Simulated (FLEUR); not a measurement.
# Nb (Fm-3m) in FLEUR: a series of runs

The runs below take Nb through equation of state, with LDA.

All numbers are computed with FLEUR MaX-R8.1 (later development tree); they aren't measurements. Logs are shortened: lines on timing, memory, paths and dates and some standing lists are left out, and cuts for length are marked.

**1. Starting point**

The structure is cubic, space group Fm-3m (No. 225). Conventional cell: a = 4.230 Å, b = 4.230 Å, c = 4.230 Å, α = 90.00°, β = 90.00°, γ = 90.00°. Nb (site symmetry m-3m) is surrounded by 12 Nb at 2.99 Å.

This isn't the form of Nb at room conditions, which is bcc.

**2. Equation of state, LDA, 17.79 Å³/atom (volume scaled by 0.94)**

File inp.xml:

```xml
<?xml version="1.0" encoding="UTF-8" standalone="no"?>
<fleurInput fleurInputVersion="0.39">
   <comment>
      Nb                                                                                                  
   </comment>
   <calculationSetup>
      <cutoffs Kmax="4.1" Gmax="12.7" GmaxXC="12.7" numbands="0"/>
      <scfLoop itmax="60" minDistance="0.00001" maxIterBroyd="15" imix="Anderson" alpha="0.05" precondParam="0.0" spinf="2.0" sdNocoIR="T"/>
      <coreElectrons ctail="T" frcor="F" kcrel="0" coretail_lmax="0"/>
      <xcFunctional name="vwn" relativisticCorrections="F"/>
      <magnetism jspins="1"/>
      <soc l_soc="F" theta="0.0" phi="0.0" spav="F"/>
      <expertModes spex="0" secvar="F"/>
      <geometryOptimization l_f="F" forcealpha="1.0" forcemix="BFGS" epsdisp="0.00001" epsforce="0.00001"/>
      <ldaU l_linMix="F" mixParam="0.05" spinf="1.0"/>
   </calculationSetup>
   <cell>
      <bzIntegration valenceElectrons="13.0" mode="hist" fermiSmearingEnergy="0.00183747">
         <kPointListSelection listName="default-1"/>
         <!-- k-points included here -->
         <xi:include xmlns:xi="http://www.w3.org/2001/XInclude" href="kpts.xml"> </xi:include>
      </bzIntegration>
      <!-- symmetry operations included here -->
      <xi:include xmlns:xi="http://www.w3.org/2001/XInclude" href="sym.xml"> </xi:include>
      <bulkLattice scale="0.9795861087">
         <bravaisMatrix>
            <row-1>    0.0000000000000000     3.9967707535290002     3.9967707535290002</row-1>
            <row-2>    3.9967707535290002     0.0000000000000000     3.9967707535290002</row-2>
            <row-3>    3.9967707535290002     3.9967707535290002     0.0000000000000000</row-3>
         </bravaisMatrix>
      </bulkLattice>
   </cell>
   <atomSpecies>
      <species name="Niobium (Nb)" element="Nb" atomicNumber="41">
         <mtSphere radius="2.56" gridPoints="867" logIncrement="0.015"/>
         <atomicCutoffs lmax="10" lnonsphr="10"/>
         <electronConfig flipSpins="F">
            <coreConfig>(1s1/2) (2s1/2) (2p1/2) (2p3/2) (3s1/2) (3p1/2) (3p3/2) (3d3/2) (3d5/2)</coreConfig>
            <valenceConfig>(4s1/2) (4p1/2) (4p3/2) (5s1/2) (4d3/2) (4d5/2)</valenceConfig>
            <stateOccupation state="(5s1/2)" spinUp="0.500000" spinDown="0.500000"/>
            <stateOccupation state="(4d3/2)" spinUp="0.800000" spinDown="0.800000"/>
            <stateOccupation state="(4d5/2)" spinUp="1.200000" spinDown="1.200000"/>
         </electronConfig>
         <energyParameters s="5" p="5" d="4" f="4"/>
         <lo type="SCLO" l="0" n="4" eDeriv="0"/>
         <lo type="SCLO" l="1" n="4" eDeriv="0"/>
         <lo type="SCLO" l="1" n="4" eDeriv="1"/>
         <lo type="SCLO" l="2" n="4" eDeriv="2"/>
         <lo type="SCLO" l="3" n="4" eDeriv="2"/>
      </species>
   </atomSpecies>
   <atomGroups>
      <atomGroup species="Niobium (Nb)">
         <relPos label="                   1">.0000000000 .0000000000 .0000000000</relPos>
         <force calculate="T" relaxXYZ="TTT"/>
      </atomGroup>
   </atomGroups>
   <output dos="F" band="F" slice="F">
      <checks vchk="F" cdinf="F"/>
      <bandDOS minEnergy="-.5*Htr" maxEnergy="0.5*Htr" sigma="0.015" storeEVData="T"/>
      <vacuumDOS vacdos="F" integ="F" star="F" nstars="0" locx1="0.0" locy1="0.0" locx2="0.0" locy2="0.0" nstm="0" tworkf="0.0"/>
      <unfoldingBand unfoldBand="F" supercellX="1" supercellY="1" supercellZ="1"/>
      <plotting iplot="0" polar="F">
         <plot TwoD="T" vec1="  1.0  0.0  0.0" vec2="  0.0  1.0  0.0" vec3="  0.0  0.0  1.0" zero="  0.0  0.0  0.0" file="plot"/>
      </plotting>
      <chargeDensitySlicing numkpt="0" minEigenval="0.0" maxEigenval="0.0" nnne="0" pallst="F"/>
      <specialOutput eonly="F"/>
      <moessbauerParams electricFieldGradient="T" isomerShift="T" coreHyperfine="T" valenceHyperfine="T"/>
      <magneticCircularDichroism mcd="F" energyLo="-10.0" energyUp="0.0"/>
   </output>
  <!-- We include the file relax.xml here to enable relaxations (see documentation) -->
  <xi:include xmlns:xi="http://www.w3.org/2001/XInclude" href="relax.xml"> <xi:fallback/> </xi:include>
</fleurInput>
```

Potentials or basis: all-electron, FLAPW.

Launch:

```sh
$ inpgen -f crystal.txt -profile fastHighL
$ # inp.xml edited to the form shown
$ fleur_MPI
```

Output:

```text
Welcome to FLEUR        (www.flapw.de)
      MaX-Release 8.1          (www.max-centre.eu)

 ========== k-point set info ==========
 Selected k-point list: default-1
 k-point list type: mesh
 11 x 11 x 11
 Number of k points: 56

 ------------Calculation Setup---------------------------
 Number of MPI-tasks      :            1
 Number of PE/node        :            1
 Number of OMP-threads    :            1
 Most efficient MPI parallelization for:
           1           2           4           7           8          14          28          56
 Additional eigenvalue parallelization possible
 Number of basis functions:          185
 Approximate size of matrices (H+S) per k-point:         0.001 GB
 --------------------------------------------------------
 Iteration:     1   Distance:      12.22064641 me/bohr^3
 Iteration:     2   Distance:      11.19046523 me/bohr^3
 Iteration:     3   Distance:       4.13961576 me/bohr^3
 Iteration:     4   Distance:       1.65959440 me/bohr^3
 Iteration:     5   Distance:       1.10062924 me/bohr^3
 Iteration:     6   Distance:       0.13643767 me/bohr^3
 Iteration:     7   Distance:       0.06645077 me/bohr^3
 Iteration:     8   Distance:       0.00411474 me/bohr^3
 Iteration:     9   Distance:       0.00457123 me/bohr^3
 Iteration:    10   Distance:       0.00025469 me/bohr^3
 Iteration:    11   Distance:       0.00013471 me/bohr^3
 Iteration:    12   Distance:       0.00001589 me/bohr^3
 Iteration:    13   Distance:       0.00000032 me/bohr^3

 ********************************************************************
 Run finished successfully
 Stop message:
   all done
 ********************************************************************
```

out.xml (last iteration):

```text
<iteration numberForCurrentRun="   13" overallNumber="   13">
         <energyParameters units="Htr">
            <atomicEP atomType="1" spin="1" branch="5s" branchLowest="-1.47" branchHighest="2.26" value="0.3544140792"/>
            <atomicEP atomType="1" spin="1" branch="5p" branchLowest="-0.54" branchHighest="2.90" value="0.4691346499"/>
            <atomicEP atomType="1" spin="1" branch="4d" branchLowest="-6.57" branchHighest="0.88" value="0.4683347701"/>
            <atomicEP atomType="1" spin="1" branch="4f" branchLowest="-9.99" branchHighest="2.32" value="0.7297709931"/>
            <loAtomicEP atomType="1" spin="1" branch="4s" branchLowest="-15.44" branchHighest="-1.47" value="-1.4982918193"/>
            <loAtomicEP atomType="1" spin="1" branch="4p" branchLowest="-12.08" branchHighest="-0.54" value="-0.6247766121"/>
            <loAtomicEP atomType="1" spin="1" branch="4p" branchLowest="-12.08" branchHighest="-0.54" value="-0.6247766121"/>
            <loAtomicEP atomType="1" spin="1" branch="4d" branchLowest="-6.57" branchHighest="0.88" value="0.4671299195"/>
            <loAtomicEP atomType="1" spin="1" branch="4f" branchLowest="-9.99" branchHighest="2.32" value="0.7297726254"/>
         </energyParameters>
         <eigenvalues>
            <eigenvaluesAt spin="1" ikpt="1" k_x="0.00000000" k_y="0.00000000" k_z="0.00000000">
                      -1.5072378248       -0.6007459746       -0.6007459746       -0.6007459746        0.2657281973
                       0.4996930523        0.4996930523        0.4996930523        0.6018872023        0.6018872023
                       0.9338815788
            </eigenvaluesAt>
            <eigenvaluesAt spin="1" ikpt="2" k_x="0.00000000" k_y="0.00000000" k_z="0.09090909">
                      -1.5065405414       -0.6052155124       -0.6012918514       -0.6012918514        0.2776223301
                       0.4907334659        0.5050610574        0.5050610574        0.5971134511        0.5971134511
                       0.9574895802
            </eigenvaluesAt>
            <eigenvaluesAt spin="1" ikpt="3" k_x="0.00000000" k_y="0.00000000" k_z="0.18181818">
                      -1.5046558077       -0.6169119754       -0.6027472704       -0.6027472704        0.3084238105
                       0.4741802880        0.5144629461        0.5144629461        0.5931140880        0.5931140880
                       0.9883027923
            </eigenvaluesAt>
            <eigenvaluesAt spin="1" ikpt="4" k_x="0.00000000" k_y="0.00000000" k_z="0.27272727">
                      -1.5021548881       -0.6316499300       -0.6046318113       -0.6046318113        0.3402134064
                       0.4743678442        0.5118461859        0.5118461859        0.6113416735        0.6113416735
                       0.9440033167
            </eigenvaluesAt>
         </eigenvalues>
         <bandgap value="0.0456180075" units="eV"/>
         <sumValenceSingleParticleEnergies value="-4.6326398085" units="Htr"/>
         <FermiEnergy value="0.4982282428" units="Htr"/>
         <valenceDensity>
            <mtCharges spin="1">
               <mtCharge atomType="1" total="11.2624250" s="2.3226978" p="6.1619107" d="2.7300723" f="0.0403077"/>
            </mtCharges>
            <spinDependentCharge spin="1" total="13.0000000" interstitial="1.7375750" mtSpheres="11.2624250"/>
            <totalCharge value="13.0000000000"/>
         </valenceDensity>
         <coreStates atomType="     1" atomicNumber=" 41" spin="1" kinEnergy="   3866.0438857301" eigValSum="  -2253.2268587221" lostElectrons=" 0.000001">
            <state n="1" l="0" j="0.5" energy="-689.2520303425" weight="1.0000000000"/>
            <state n="2" l="0" j="0.5" energy="-95.8626623543" weight="1.0000000000"/>
            <state n="2" l="1" j="0.5" energy="-87.9855976155" weight="1.0000000000"/>
            <state n="2" l="1" j="1.5" energy="-84.4719663223" weight="2.0000000000"/>
            <state n="3" l="0" j="0.5" energy="-15.4350599607" weight="1.0000000000"/>
            <state n="3" l="1" j="0.5" energy="-12.4678691297" weight="1.0000000000"/>
            <state n="3" l="1" j="1.5" energy="-11.8979550468" weight="2.0000000000"/>
            <state n="3" l="2" j="1.5" energy="-6.6378036241" weight="2.0000000000"/>
            <state n="3" l="2" j="2.5" energy="-6.5315866573" weight="3.0000000000"/>
         </coreStates>
         <allElectronCharges>
            <spinDependentCharge spin="1" total="41.0000000" interstitial="1.7375763" mtSpheres="39.2624237"/>
            <totalCharge value="40.9999999973"/>
         </allElectronCharges>
         <moessbauerParams unitsHFF="kG" unitsIS="e/bohr^3" unitsEFG="Htr/bohr^2">
            <coreIsomerShift atomType="1" isTotal="82759.80477">
               <shell n="1" l="0" isomerShift="73226.36701"/>
               <shell n="2" l="0" isomerShift="7981.95463"/>
               <shell n="2" l="1" isomerShift="122.63066"/>
               <shell n="3" l="0" isomerShift="1406.13450"/>
               <shell n="3" l="1" isomerShift="22.71797"/>
               <shell n="3" l="2" isomerShift="0.00000"/>
            </coreIsomerShift>
            <isomerShift atomType="1" nucleusRadius="0.0001070" averageDensity="83008.70807"/>
            <electricFieldGradient atomType="1" VXX="0.00000" VYY="0.00000" VZZ="0.00000" asymParam="0.00000">
            </electricFieldGradient>
         </moessbauerParams>
         <totalEnergy                                    value="    -3816.4502226598" units="Htr">
            <sumOfEigenvalues                            value="    -2257.8594985305">
               <coreElectrons value="-2253.2268587221"/>
               <valenceElectrons value="-4.6326398085"/>
            </sumOfEigenvalues>
            <densityCoulombPotentialIntegral value="-6054.5062368058"/>
            <densityEffectivePotentialIntegral value="-6206.9752966659"/>
            <chargeDenXCDenIntegral value="-115.0342155651"/>
            <FockExchangeEnergyValence value="0.0000000000"/>
            <FockExchangeEnergyCore value="0.0000000000"/>
            <atomTypeDependentContributions atomType="1">
               <electronNucleiInteractionDifferentMTs value="4600.3849085202"/>
               <MadelungTerm value="-22.8937783069"/>
            </atomTypeDependentContributions>
            <tkbTimesEntropy value="0.0004304230"/>
            <freeEnergy value="-3816.4506530829"/>
            <extrapolationTo0K value="-3816.4504378713"/>
         </totalEnergy>
         <densityConvergence units="me/bohr^3">
            <chargeDensity spin="1" distance="0.0000003210"/>
         </densityConvergence>
      </iteration>
```

Wall time 11 s (1 thread of Arm Neoverse V1, shared host); peak memory 0.05 GiB.

What came out:

```
Free energy                                           : -103850.9128 eV
Band gap on the k mesh                                : none (metal or under the smearing width)
Valence electrons inside the program's atomic spheres : Nb 11.26 (radii Nb 2.56 bohr)
```

**3. Equation of state, LDA, 18.16 Å³/atom (volume scaled by 0.96)**

inp.xml: that of step 2 with these lines changed.

```diff
@@ -24,3 +24,3 @@
       <xi:include xmlns:xi="http://www.w3.org/2001/XInclude" href="sym.xml"> </xi:include>
-      <bulkLattice scale="0.9795861087">
+      <bulkLattice scale="0.9864848297">
          <bravaisMatrix>
```

Potentials or basis: all-electron, FLAPW.

Launch:

```sh
$ inpgen -f crystal.txt -profile fastHighL
$ # inp.xml edited to the form shown
$ fleur_MPI
```

Run time: 12 s. Hardware: 1 thread of Arm Neoverse V1, shared host; peak memory 0.05 GiB.

It converged, with:

| Quantity | Value |
| --- | --- |
| Free energy | -103850.9057 eV |
| Band gap on the k mesh | none (metal or under the smearing width) |
| Valence electrons inside the program's atomic spheres | Nb 11.22 (radii Nb 2.56 bohr) |

**4. Equation of state, LDA, 18.92 Å³/atom**

inp.xml: that of step 3 with these lines changed.

```diff
@@ -24,3 +24,3 @@
       <xi:include xmlns:xi="http://www.w3.org/2001/XInclude" href="sym.xml"> </xi:include>
-      <bulkLattice scale="0.9864848297">
+      <bulkLattice scale="1.0000000000">
          <bravaisMatrix>
```

Launch:

```sh
$ inpgen -f crystal.txt -profile fastHighL
$ # inp.xml edited to the form shown
$ fleur_MPI
```

It took 13 s on 1 thread of Arm Neoverse V1, shared host; peak memory 0.05 GiB.

Results (log left out):

```yaml
Free_energy: -103850.8675 eV
Band_gap_on_the_k_mesh: none (metal or under the smearing width)
Valence_electrons_inside_the_program's_atomic_spheres: Nb 11.14 (radii Nb 2.56 bohr)
```

**5. Equation of state, LDA, 19.68 Å³/atom (volume scaled by 1.04)**

inp.xml: that of step 4 with these lines changed.

```diff
@@ -24,3 +24,3 @@
       <xi:include xmlns:xi="http://www.w3.org/2001/XInclude" href="sym.xml"> </xi:include>
-      <bulkLattice scale="1.0000000000">
+      <bulkLattice scale="1.0131594038">
          <bravaisMatrix>
```

Launch:

```sh
$ inpgen -f crystal.txt -profile fastHighL
$ # inp.xml edited to the form shown
$ fleur_MPI
```

Wall time 14 s (1 thread of Arm Neoverse V1, shared host); peak memory 0.05 GiB.

It converged, with:

```
Free energy                                           : -103850.8024 eV
Band gap on the k mesh                                : none (metal or under the smearing width)
Valence electrons inside the program's atomic spheres : Nb 11.07 (radii Nb 2.56 bohr)
```

**6. Equation of state, LDA, 20.06 Å³/atom (volume scaled by 1.06)**

inp.xml: that of step 5 with these lines changed.

```diff
@@ -24,3 +24,3 @@
       <xi:include xmlns:xi="http://www.w3.org/2001/XInclude" href="sym.xml"> </xi:include>
-      <bulkLattice scale="1.0131594038">
+      <bulkLattice scale="1.0196128224">
          <bravaisMatrix>
```

Potentials or basis: all-electron, FLAPW.

Launch:

```sh
$ inpgen -f crystal.txt -profile fastHighL
$ # inp.xml edited to the form shown
$ fleur_MPI
```

Run time: 14 s. Hardware: 1 thread of Arm Neoverse V1, shared host; peak memory 0.05 GiB.

It converged, with:

```yaml
Free_energy: -103850.7614 eV
Band_gap_on_the_k_mesh: none (metal or under the smearing width)
Valence_electrons_inside_the_program's_atomic_spheres: Nb 11.04 (radii Nb 2.56 bohr)
```

**7. Equation of state, LDA**

This step only gathers the single runs of the series.

Results:

```
Equilibrium volume : 17.68 Å³/atom (rough: see the caveat)
Bulk modulus       : 187 GPa (rough)
```

Energy against volume, from the lowest point:
```csv
volume (Å³/atom),energy (meV/atom)
17.786,0.00
18.165,7.14
18.922,45.35
19.679,110.46
20.057,151.42
```

Caveat: the minimum lies outside the volumes run.
